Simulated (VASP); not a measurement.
# GaN (P6_3mc) in VASP: notebook, part 2 of 2

VASP 6.6.1. The steps go on from the part before.

### 3 Relaxation of cell and atoms, PBE

This run uses another cell than the first one, of 11.76 Å³/atom, 1.040 times its volume.

Contents of INCAR:

```
SYSTEM = GaN
PREC = Accurate
ENCUT = 520
EDIFF = 1E-7
ISMEAR = 0
SIGMA = 0.02
LREAL = .False.
LASPH = .True.
NELM = 80
ALGO = Fast
ISIF = 3
LWAVE = .False.
LCHARG = .False.
GGA = PE
IBRION = 2
NSW = 80
EDIFFG = -0.002
KPAR = 4
```

Contents of KPOINTS:

```
regular mesh
0
Gamma
  12 12 6
  0 0 0
```

Contents of POSCAR:

```
GaN                                     
1.0
    3.2186534469     -0.0000000000     -0.0000000000
   -1.6093267234      2.7874356468      0.0000000000
   -0.0000000000      0.0000000000      5.2444656393
  Ga              N             
     2     2
Direct
     0.3333333300000021    0.6666666699999979    0.9991515381105556
     0.6666666699999979    0.3333333300000021    0.4991515381105557
     0.3333333300000021    0.6666666699999979    0.3758484618894443
     0.6666666699999979    0.3333333300000021    0.8758484618894444
```

Potentials or basis: VASP PAW PBE potentials, release 64 (Ga_d, N).

Started as:

```sh
$ cat potpaw_PBE.64/Ga_d/POTCAR potpaw_PBE.64/N/POTCAR > POTCAR
$ mpirun -np 4 vasp_std > vasp.out
```

OUTCAR:

```text
SYSTEM = GaN
   PREC = Accurate
   ENCUT = 520
   EDIFF = 1E-7
   ISMEAR = 0
   LREAL = .False.
   LASPH = .True.
   NELM = 80
   ISIF = 3
   GGA = PE
   IBRION = 2
   NSW = 80
   EDIFFG = -0.002

 ion  position               nearest neighbor table
   1  0.333  0.667  0.999-   4 1.97   4 1.97   4 1.97   3 1.98
   2  0.667  0.333  0.499-   3 1.97   3 1.97   3 1.97   4 1.98
   3  0.333  0.667  0.376-   2 1.97   2 1.97   2 1.97   1 1.98
   4  0.667  0.333  0.876-   1 1.97   1 1.97   1 1.97   2 1.98

  LATTYP: Found a hexagonal cell.
 ALAT       =     3.2186534469
 C/A-ratio  =     1.6293974253

  Lattice vectors:

 A1 = (   3.2186534469,   0.0000000000,   0.0000000000)
 A2 = (  -1.6093267234,   2.7874356468,   0.0000000000)
[... 304 lines left out ...]
  ext. energy  EPLUGINS =         0.00000000
  ---------------------------------------------------
  free energy    TOTEN  =       -24.32788489 eV

  energy without entropy =      -24.32788489  energy(sigma->0) =      -24.32788489

 E-fermi :   5.1130     XC(G=0): -11.5104

 val. band max:        4.9996571964   @ k =   0.0000   0.0000   0.0000
 cond. band min:       6.7088694655   @ k =   0.0000   0.0000   0.0000
 fundamental gap:      1.7092122691
 Fermi energy:         5.1129894367

 k-point     1 :       0.0000    0.0000    0.0000
  band No.  band energies     occupation
      1     -10.7286      2.00000
      2      -9.9084      2.00000
      3      -8.4208      2.00000
      4      -8.4064      2.00000
      5      -8.4064      2.00000
      6      -8.3508      2.00000
[... 589 lines left out ...]
     21      11.8820      0.00000
     22      13.0615      0.00000

 [... further k-points ...]

------------------------ aborting loop because EDIFF is reached ----------------------------------------

  FORCE on cell =-STRESS in cart. coord.  units (eV):
  Direction    XX          YY          ZZ          XY          YZ          ZX
  --------------------------------------------------------------------------------------
  -------------------------------------------------------------------------------------
  Total        0.0034258      0.0034258      0.0018778      0.0000000      0.0000000      0.0000000
  in kB        0.1165971      0.1165971      0.0639119      0.0000000      0.0000000      0.0000000
  external PRESSURE =       0.0990353 kB  Pullay stress =       0.0000000 kB
[... 19 lines left out ...]
  FREE ENERGIE OF THE ION-ELECTRON SYSTEM (eV)
  ---------------------------------------------------
  free  energy   TOTEN  =       -24.3278848921 eV

  energy  without entropy=      -24.3278848921  energy(sigma->0) =      -24.32788489

 reached required accuracy - stopping structural energy minimisation
```

OSZICAR:

```text
N       E                     dE             d eps       ncg     rms          rms(c)
DAV:   1     0.276991946136E+03    0.27699E+03   -0.18547E+04  3512   0.302E+03
DAV:   2     0.747671222321E+01   -0.26952E+03   -0.26062E+03  3724   0.531E+02
DAV:   3    -0.266762960315E+02   -0.34153E+02   -0.33723E+02  3728   0.155E+02
DAV:   4    -0.282301510618E+02   -0.15539E+01   -0.15487E+01  4828   0.340E+01
[... 38 lines left out ...]
       N       E                     dE             d eps       ncg     rms          rms(c)
DAV:   1    -0.243278884047E+02   -0.57086E-05   -0.56957E-05  4042   0.175E-01    0.118E-02
RMM:   2    -0.243278856049E+02    0.27999E-05   -0.65755E-06  4062   0.315E-02    0.574E-03
RMM:   3    -0.243278848978E+02    0.70706E-06   -0.22343E-06  3842   0.175E-02    0.898E-04
RMM:   4    -0.243278848921E+02    0.56634E-08   -0.26653E-07  2513   0.509E-03
   4 F= -.24327885E+02 E0= -.24327885E+02  d E =0.262394E-05
```

CONTCAR:

```text
GaN
   1.00000000000000
     3.2191675301676765    0.0000000000000092    0.0000000000000000
    -1.6095837650338223    2.7878808559674546   -0.0000000000000000
     0.0000000000000000    0.0000000000000000    5.2452759520723937
  Ga              N
     2     2
Direct
     0.3333333300000021    0.6666666699999979    0.9991504356148734
     0.6666666699999979    0.3333333300000021    0.4991504356148734
     0.3333333300000021    0.6666666699999979    0.3758495643851266
     0.6666666699999979    0.3333333300000021    0.8758495643851266

  0.00000000E+00  0.00000000E+00  0.00000000E+00
  0.00000000E+00  0.00000000E+00  0.00000000E+00
  0.00000000E+00  0.00000000E+00  0.00000000E+00
  0.00000000E+00  0.00000000E+00  0.00000000E+00
```

Wall time 84 s (4 MPI ranks of Intel Xeon Platinum 8175M at 2.50GHz (Skylake/Cascade Lake), shared host); peak memory 0.2 GiB.

Results:

```yaml
Free_energy: -24.3279 eV
Relaxed_volume: 11.77 Å³/atom
Relaxed_cell: a = 3.219 Å, b = 3.219 Å, c = 5.245 Å, α = 90.00°, β = 90.00°, γ = 120.00°
Space_group_after_relaxing_to_0.05_Å: P6_3mc (No. 186)
Energy_gained_by_relaxing: 0.0 meV/atom
Ionic_steps: 4
Pressure_after_relaxing: 0.0 GPa
Band_gap_on_the_k_mesh: 1.71 eV, direct
```

Final structure:
```
Ga N
1.0
     3.21917    0.00000    0.00000
    -1.60958    2.78788    0.00000
     0.00000    0.00000    5.24528
Ga N
2 2
Direct
  0.33333 0.66667 0.99915
  0.66667 0.33333 0.49915
  0.33333 0.66667 0.37585
  0.66667 0.33333 0.87585
```

Levels at points of the mesh, in eV from the valence-band top:
```
           k point  band 15  band 16  band 17  band 18  band 19  band 20  band 21  band 22
(0.00, 0.00, 0.00)    -0.99    -0.04     0.00     0.00     1.71     4.06     9.02     9.72
(0.50, 0.00, 0.00)    -4.06    -2.63    -2.11    -0.96     4.98     5.37     5.98     8.34
(0.00, 0.00, 0.50)    -0.51    -0.51    -0.51    -0.51     4.06     4.06     8.31     8.31
(0.50, 0.00, 0.50)    -1.87    -1.87    -1.83    -1.83     4.31     4.31     7.57     7.57
```

As with any semilocal functional, this PBE gap is likely too small.
